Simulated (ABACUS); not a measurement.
Wanted: an ASE script for an ABACUS 3.10.1 run.

- Task: single point
- Functional: PBE
- Potentials or basis: PseudoDojo NC SR 0.4.1 PBE standard
- Cutoff: 1116 eV
- Density cutoff: 4463 eV
- Basis: plane waves
- k mesh: 9 × 9 × 9
- Occupations: fermi-dirac, width 0.05 eV
- Spin: no spin polarisation
- Radial cutoff of the potentials (pseudo_rcut): 7 bohr
- SCF threshold on the density: 1e-08
- Max SCF steps: 100
- Eigensolver: dav
- Mixing: broyden
- Mixing share: 0.7
- Symmetry key: 1
- Bands: 8

The structure of C lies in C.xyz:

```xyz
2
Lattice="0.0267505500 1.8101205500 1.7833700000 1.8101205500 0.0267505500 1.7833700000 1.8368711000 1.8368711000 0.0000000000" Properties=species:S:1:pos:R:3 pbc="T T T"
C      2.7553066500      2.7553066500      2.6750550000
C      1.8368711000      1.8368711000      1.7833700000
```

This isn't the form of C at room conditions, which is graphite.

The cell isn't the ideal one: cell strained by +0.03 along c.

The input as run:

run_abacus.py

```python
"""ABACUS run from a structure file: ASE reads it, the script writes STRU, KPT and INPUT."""
import re
import subprocess
from ase.io import read
from ase.units import Bohr

atoms = read("C.xyz")
atoms = atoms[(-atoms.numbers).argsort(kind="stable")]  # ABACUS lists atoms element by element
pseudo = {'C': 'C.upf'}
orbital = {}
magmoms = None
kmesh = [9, 9, 9]
params = {
    'suffix': 'C',
    'calculation': 'scf',
    'basis_type': 'pw',
    'pseudo_dir': './',
    'symmetry': 1,
    'dft_functional': 'pbe',
    'ecutwfc': 82,
    'pseudo_rcut': 7,
    'nspin': 1,
    'nbands': 8,
    'ks_solver': 'dav',
    'smearing_method': 'fd',
    'smearing_sigma': 0.00367493,
    'scf_thr': 1e-08,
    'scf_nmax': 100,
    'mixing_type': 'broyden',
    'mixing_beta': 0.7,
    'cal_force': 1,
    'cal_stress': 1,
    'kpar': 4,
}

symbols = atoms.get_chemical_symbols()
elements = list(dict.fromkeys(symbols))
lines = ["ATOMIC_SPECIES"] + [f"{e} {atoms.get_masses()[symbols.index(e)]:.4f} {pseudo[e]}" for e in elements]
if orbital:
    lines += ["", "NUMERICAL_ORBITAL"] + [orbital[e] for e in elements]
lines += ["", "LATTICE_CONSTANT", f"{1 / Bohr:.10f}", "", "LATTICE_VECTORS"]
lines += [" ".join(f"{x:.10f}" for x in v) for v in atoms.cell]
lines += ["", "ATOMIC_POSITIONS", "Direct"]
for e in elements:
    lines += ["", e, "0.0", str(symbols.count(e))]
    for i, p in enumerate(atoms.get_scaled_positions(wrap=False)):
        if symbols[i] == e:
            mag = "" if magmoms is None else " mag " + " ".join(str(x) for x in (magmoms[i] if isinstance(magmoms[i], list) else [magmoms[i]]))
            lines.append(" ".join(f"{x:.10f}" for x in p) + " 1 1 1" + mag)
open("STRU", "w").write("\n".join(lines) + "\n")
open("KPT", "w").write("K_POINTS\n0\nGamma\n%d %d %d 0 0 0\n" % tuple(kmesh))
open("INPUT", "w").write("INPUT_PARAMETERS\n" + "".join(f"{k:<20s}{v}\n" for k, v in params.items()))

done = subprocess.run(['mpirun', '-np', '4', 'abacus'])
if done.returncode:
    raise SystemExit(done.returncode)
log = open("OUT.C/running_scf.log").read()
print("final energy (eV):", re.findall(r"FINAL_ETOT_IS (\S+)", log))
```

Potentials or basis: PseudoDojo NC SR 0.4.1 PBE standard, plane waves.

Launch:

```console
$ OMP_NUM_THREADS=1 python run_abacus.py > log
```

Results of the run:

```yaml
Pressure: -10.0 GPa
Largest_force: 0.048 eV/Å
Band_gap_on_the_k_mesh: 3.73 eV, indirect (least direct gap 5.04 eV)
```

Caveat: an odd mesh through Γ misses points on the zone boundary, where band edges often lie.

It took 2.9 s on 4 MPI ranks on Intel(R) Xeon(R) 6975P-C (Granite Rapids), with other jobs on the host, peak memory 0.36 GiB a rank.
